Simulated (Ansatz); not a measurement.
# Ni (bcc): which electronic and magnetic state is lowest

Task: compare starts of the moments and shells of Ni (bcc) at a fixed cell. Whether the element takes this structure at low temperature is a separate question.

Method: DFT r²SCAN, scalar-relativistic, plane waves, PAW, in Ansatz 0.2.0.

## (1) The structure to begin with

The structure is cubic, space group Im-3m (No. 229). Conventional cell: a = 2.765 Å, b = 2.765 Å, c = 2.765 Å, α = 90.00°, β = 90.00°, γ = 90.00°. Ni (site symmetry m-3m) has 8 Ni at 2.39 Å as nearest neighbours.

Structure file:

```xyz
1
Lattice="-1.3826 1.3826 1.3826 1.3826 -1.3826 1.3826 1.3826 1.3826 -1.3826" Properties=species:S:1:pos:R:3 pbc="T T T"
Ni    0.0000    0.0000    0.0000
```

This cell comes from an earlier session at r²SCAN: 10.573 Å³/atom at -0.03 GPa, on a 20×20×20 mesh, metallic, moments in the atoms' spheres Ni 0.68 μB.

## (2) No spin polarisation

The input, input.yaml:

```yaml
crystal:
  lattice:
    - [-1.3826373139, 1.3826373139, 1.3826373139]
    - [1.3826373139, -1.3826373139, 1.3826373139]
    - [1.3826373139, 1.3826373139, -1.3826373139]
  atoms:
    - { symbol: Ni, position: [0.0, 0.0, 0.0] }
basis:
  ecutwfc: 500
  ecutrho_ratio: 4
kpoints:
  mp_grid: { grid: [20, 20, 20] }
hamiltonian:
  xc: r2scan
scf:
  occupations: { method: gaussian, width: 0.05 }
output:
  forces: true
  stress: true
  eigenvalues: true
```

Log (excerpt; [...] marks lines left out):

```text
Warning: RAYON_NUM_THREADS=2 ignored (pool sized by the plan → 2); use --threads N
[...]
Pseudopotentials: kind: paw
Pseudopotential: Ni, paw, valence charge 18, recommended cutoff 500 eV (meta_gga), Ni.paw.azcp
Functional definition: r2SCAN
[...]
Crystal: 1 atoms, lattice volume = 10.573 Å³
Basis set: ecut = 500 eV, 249 PW (Γ), exchange–correlation on 72×72×72 points (64 copies of the dense FFT grid, shifted against one another)
Bands: 13, of which v1, the nominal top of the filled ones, is band 9 counted from 1 (8 counted from 0)
Symmetry: 48 space group operations
Space group: Im-3m (ITA 229), of the structure as read, at distance tolerance 2.2e-5 Å
k-points: 256 of 8000
[...]
SCF iter   1: F=—  HF=-5845.062309 eV  |F-HF|=—  |Δ(HF+E_count)|=         —  Δρ=1.89e-2  dr2=2.04e-2  dr2_τ=3.23e-2  ethr=1.77e-3  ⟨swp⟩=5.7  Hψ=18010  notcnv=0
[...]
SCF iter   8: F=-5845.115396 eV  HF=-5845.115396 eV  |F-HF|=9.04e-10  |Δ(HF+E_count)|=  7.66e-10  Δρ=6.51e-6  dr2=2.53e-9  dr2_τ=7.36e-11  ethr=5.56e-10  ⟨swp⟩=6.3  Hψ=16433  notcnv=0
[...]
SCF converged after 8 iterations
Free energy (F): -5845.115396 eV
[...]
E sigma→0 (E₀):  -5845.114447 eV
Entropy (-TS):   -0.001899 eV (-1.899 meV/atom)
Fermi energy:    18.361198 eV
[...]
--- Forces (eV/Å), atoms counted from 1 ---
  atom   1  Ni    -0.00000000     0.00000000     0.00000000
[...]
--- Stress (GPa, compression-positive) ---
       -2.956333       0.000000       0.000000
       -0.000000      -2.956333      -0.000000
       -0.000000      -0.000000      -2.956333
  P = ⅓ Tr σ = -2.9563 GPa (-29.563 kbar)
--- Band table (eV; the first three rows and the last of 256) ---
  k-point 0: bands = ["-88.2677", "-47.0368", "-47.0368", "-47.0368", "8.9324", "16.3776", "16.3776", "16.3776", "17.6940", "17.6940", "45.9786", "45.9786", "45.9786"]
[...]
```

Wall time 3 s (2 threads of an Arm CPU, shared host); peak memory 0.34 GiB.

This gives: volume 10.573 Å³/atom, pressure -2.96 GPa, a metal on this mesh.

## (3) Antiferromagnetic, doubled cell, propagation vector (0, 0, 1/2)

The input, input.yaml:

```yaml
crystal:
  lattice:
    - [-1.3826373139, 1.3826373139, 1.3826373139]
    - [1.3826373139, -1.3826373139, 1.3826373139]
    - [2.7652746278, 2.7652746278, -2.7652746278]
  atoms:
    - { symbol: Ni, position: [0.0, 0.0, 0.0], spin: 0.8 }
    - { symbol: Ni, position: [0.0, 0.0, 0.5], spin: -0.8 }
basis:
  ecutwfc: 500
  ecutrho_ratio: 4
kpoints:
  mp_grid: { grid: [20, 20, 10] }
hamiltonian:
  xc: r2scan
scf:
  occupations: { method: gaussian, width: 0.05 }
output:
  forces: true
  stress: true
  eigenvalues: true
  populations: true
magnetization:
  spin_polarized: true
```

Log (excerpt; [...] marks lines left out):

```text
Warning: RAYON_NUM_THREADS=2 ignored (pool sized by the plan → 2); use --threads N
[...]
[... 3 set-up lines as earlier in the session ...]
[...]
Crystal: 2 atoms, lattice volume = 21.145 Å³
Basis set: ecut = 500 eV, 517 PW (Γ), exchange–correlation on 72×72×144 points (64 copies of the dense FFT grid, shifted against one another)
Bands: 23, of which v1, the nominal top of the filled ones, is band 18 counted from 1 (17 counted from 0)
Symmetry: 8 space group operations
Space group: Cmmm (ITA 65), of the structure as read, at distance tolerance 2.8e-5 Å
Magnetic group: BNS 65.490 (UNI 588), of the structure as read, at distance tolerance 2.8e-5 Å
k-points: 616 of 4000
[...]
Starting moments: Σ|m| = 1.6 μB on 2 of 2 sites
[...]
Absolute magnetization: 0.4821 μB (∫|ρ↑−ρ↓|, with the PAW one-centre terms)
Spin contamination: 0.1737 ħ² per cell (⟨S²⟩ above its minimum at these occupations)
Per-site moments (μB) at R_I (Å): [(0.23356436573462494, 0.9878542063975854), (-0.23356436573462494, 0.9878542063975854)]
Free energy (F): -11690.231870 eV
[...]
E sigma→0 (E₀):  -11690.230157 eV
Entropy (-TS):   -0.003426 eV (-1.713 meV/atom)
Fermi energy:    18.382746 eV
[...]
--- Forces (eV/Å), atoms counted from 1 ---
  atom   1  Ni    -0.00000000    -0.00000000     0.00000000
  atom   2  Ni     0.00000000     0.00000000    -0.00000000
[...]
--- Stress (GPa, compression-positive) ---
       -2.346344      -0.618187       0.000000
       -0.618187      -2.346344      -0.000000
        0.000000       0.000000      -2.255079
  P = ⅓ Tr σ = -2.3159 GPa (-23.159 kbar)
--- Band table (eV; the first three rows and the last of 1232) ---
[... band rows left out ...]
[...]
--- Löwdin populations: 2 sites ---
  site symbol       q [e]    m [muB]
     0     Ni     17.7828     0.2220
     1     Ni     17.7828    -0.2220
  spilling = 0.012064 (of n_electrons = 36.000000)
```

Wall time 1.7 min (2 threads of an Arm CPU, shared host); peak memory 0.98 GiB.

This gives: volume 10.573 Å³/atom, pressure -2.32 GPa, metallic, moments in the atoms' spheres Ni 0.23, -0.23 μB.

Spin moments on the atoms, as numbers (put along z; the direction is arbitrary without spin–orbit coupling):

```
atom  x (μB)  y (μB)  z (μB)
 Ni1    0.00    0.00    0.23
 Ni2    0.00    0.00   -0.23
```

## (4) Antiferromagnetic, doubled cell, propagation vector (1/2, 1/2, 1/2)

input.yaml, as its differences from that of step 3:

```diff
@@ -2,4 +2,4 @@
   lattice:
-    - [-1.3826373139, 1.3826373139, 1.3826373139]
-    - [1.3826373139, -1.3826373139, 1.3826373139]
+    - [0.0, 2.7652746278, 0.0]
+    - [2.7652746278, 0.0, 0.0]
     - [2.7652746278, 2.7652746278, -2.7652746278]
```

Log (excerpt; [...] marks lines left out):

```text
Warning: RAYON_NUM_THREADS=2 ignored (pool sized by the plan → 2); use --threads N
[...]
[... 3 set-up lines as earlier in the session ...]
[...]
Crystal: 2 atoms, lattice volume = 21.145 Å³
Basis set: ecut = 500 eV, 515 PW (Γ), exchange–correlation on 96×96×144 points (64 copies of the dense FFT grid, shifted against one another)
Bands: 23, of which v1, the nominal top of the filled ones, is band 18 counted from 1 (17 counted from 0)
[... 1 set-up line as earlier in the session ...]
Space group: Pm-3m (ITA 221), of the structure as read, at distance tolerance 2.8e-5 Å
Magnetic group: BNS 221.97 (UNI 1599), of the structure as read, at distance tolerance 2.8e-5 Å
k-points: 146 of 4000
[...]
Starting moments: Σ|m| = 1.6 μB on 2 of 2 sites
Starting magnetic order: antiferromagnet; a translation exchanges its spin sublattices: spin-degenerate at every k-point
[...]
WARN: the starting moments were not kept: 1 of 2 ended reversed and 1 kept their direction, counting a site from 0.1 of the cell's largest site moment. The largest reversed, site 1 (counted from 0, in the order of the report's site_moments_mub), started with -0.8 μB and closes at +6.8e-1 [...]
SCF converged after 3 iterations
Magnetization: 1.2486 μB (18.6243 up, 17.3757 down)
Absolute magnetization: 1.5036 μB (∫|ρ↑−ρ↓|, with the PAW one-centre terms)
Spin contamination: 0.0284 ħ² per cell (⟨S²⟩ above its minimum at these occupations)
Per-site moments (μB) at R_I (Å): [(0.6801434595522736, 0.9878542063975854), (0.6801399302471172, 0.9878542063975854)]
Free energy (F): -11690.343754 eV
[...]
E sigma→0 (E₀):  -11690.342241 eV
Entropy (-TS):   -0.003025 eV (-1.513 meV/atom)
Fermi energy:    18.531657 eV
[...]
--- Forces (eV/Å), atoms counted from 1 ---
  atom   1  Ni     0.00000000     0.00000000    -0.00000000
  atom   2  Ni     0.00000000    -0.00000000     0.00000000
[...]
--- Stress (GPa, compression-positive) ---
       -0.025787      -0.000000      -0.000000
       -0.000000      -0.025787       0.000000
       -0.000000       0.000000      -0.025787
  P = ⅓ Tr σ = -0.0258 GPa (-0.258 kbar)
--- Band table (eV; the first three rows and the last of 292) ---
[... band rows left out ...]
[...]
--- Löwdin populations: 2 sites ---
  site symbol       q [e]    m [muB]
     0     Ni     17.7808     0.6645
     1     Ni     17.7808     0.6645
  spilling = 0.012177 (of n_electrons = 36.000000)
```

Run time: 2.5 min. Hardware: 2 threads of an Arm CPU, shared host; peak memory 0.85 GiB.

In short: volume 10.573 Å³/atom, pressure -0.03 GPa, a metal on this mesh, moments in the atoms' spheres Ni 0.68 μB.

Spin moments on the atoms, as numbers (put along z; the direction is arbitrary without spin–orbit coupling):

```
atom  x (μB)  y (μB)  z (μB)
 Ni1    0.00    0.00    0.68
 Ni2    0.00    0.00    0.68
```

## (5) Small parallel starting moments

The input, input.yaml:

```yaml
crystal:
  lattice:
    - [-1.3826373139, 1.3826373139, 1.3826373139]
    - [1.3826373139, -1.3826373139, 1.3826373139]
    - [1.3826373139, 1.3826373139, -1.3826373139]
  atoms:
    - { symbol: Ni, position: [0.0, 0.0, 0.0], spin: 0.5 }
basis:
  ecutwfc: 500
  ecutrho_ratio: 4
kpoints:
  mp_grid: { grid: [20, 20, 20] }
hamiltonian:
  xc: r2scan
scf:
  occupations: { method: gaussian, width: 0.05 }
output:
  forces: true
  stress: true
  eigenvalues: true
  populations: true
magnetization:
  spin_polarized: true
```

Log (excerpt; [...] marks lines left out):

```text
Warning: RAYON_NUM_THREADS=2 ignored (pool sized by the plan → 2); use --threads N
[...]
[... 3 set-up lines as earlier in the session ...]
[...]
Crystal: 1 atoms, lattice volume = 10.573 Å³
Basis set: ecut = 500 eV, 249 PW (Γ), exchange–correlation on 72×72×72 points (64 copies of the dense FFT grid, shifted against one another)
Bands: 14, of which v1, the nominal top of the filled ones, is band 9 counted from 1 (8 counted from 0)
[... 2 set-up lines as earlier in the session ...]
Magnetic group: BNS 229.140 (UNI 1642), of the structure as read, at distance tolerance 2.2e-5 Å
k-points: 256 of 8000
[...]
Starting moments: Σ|m| = 0.5 μB on 1 of 1 site
[...]
Absolute magnetization: 0.7519 μB (∫|ρ↑−ρ↓|, with the PAW one-centre terms)
Spin contamination: 0.0142 ħ² per cell (⟨S²⟩ above its minimum at these occupations)
Per-site moments (μB) at R_I (Å): [(0.6801857883114791, 0.9878542063975854)]
Free energy (F): -5845.171877 eV
[...]
E sigma→0 (E₀):  -5845.171121 eV
Entropy (-TS):   -0.001513 eV (-1.513 meV/atom)
Fermi energy:    18.531718 eV
[...]
--- Forces (eV/Å), atoms counted from 1 ---
  atom   1  Ni    -0.00000000    -0.00000000     0.00000000
[...]
--- Stress (GPa, compression-positive) ---
       -0.025824      -0.000000       0.000000
        0.000000      -0.025824       0.000000
       -0.000000       0.000000      -0.025824
  P = ⅓ Tr σ = -0.0258 GPa (-0.258 kbar)
--- Band table (eV; the first three rows and the last of 512) ---
  k-point 0 ↑: bands = ["-88.8155", "-47.5789", "-47.5789", "-47.5789", "9.0222", "15.8131", "15.8131", "15.8131", "17.3863", "17.3863", "46.0485", "46.0485", "46.0485", "51.1777"]
[...]
--- Löwdin populations: 1 site ---
  site symbol       q [e]    m [muB]
     0     Ni     17.7808     0.6646
  spilling = 0.012177 (of n_electrons = 18.000000)
```

It took 13 s on 2 threads of an Arm CPU, shared host; peak memory 0.38 GiB.

Result: volume 10.573 Å³/atom, pressure -0.03 GPa, no gap, moments in the atoms' spheres Ni 0.68 μB.

## (6) The magnetic starts side by side

Energies have the smearing extrapolated to zero.

| start | from the base state (meV/atom) | gap (eV) | pressure (GPa) | moments in spheres (μB) |
| --- | --- | --- | --- | --- |
| ferromagnetic | 0.0 | metal | -0.03 | Ni 0.68 |
| no spin polarisation | 56.7 | metal | -2.96 | none |
| antiferromagnetic, doubled cell, propagation vector (0, 0, 1/2) | 56.0 | metal | -2.32 | Ni 0.23, -0.23 |
| antiferromagnetic, doubled cell, propagation vector (1/2, 1/2, 1/2) | 0.0 | metal | -0.03 | Ni 0.68 |
| small parallel starting moments | 0.0 | metal | -0.03 | Ni 0.68 |

Propagation vectors are in units of the typed cell's reciprocal vectors.

## (7) Summary of results

| quantity | value |
| --- | --- |
| lowest magnetic start | ferromagnetic |
| next in this table | 56.0 meV/atom higher |

What this shows: The lowest state comes from the start «ferromagnetic», matched within 0.3 meV/atom by «antiferromagnetic, doubled cell, propagation vector (1/2, 1/2, 1/2)», «small parallel starting moments»; the next lies 56.0 meV/atom higher. The start «antiferromagnetic, doubled cell, propagation vector (1/2, 1/2, 1/2)» ended with parallel moments, so the order typed was lost. At this cell, forbidding spin polarisation costs 57 meV/atom. Only a few orders and starts were tried, so a lower state isn't excluded.
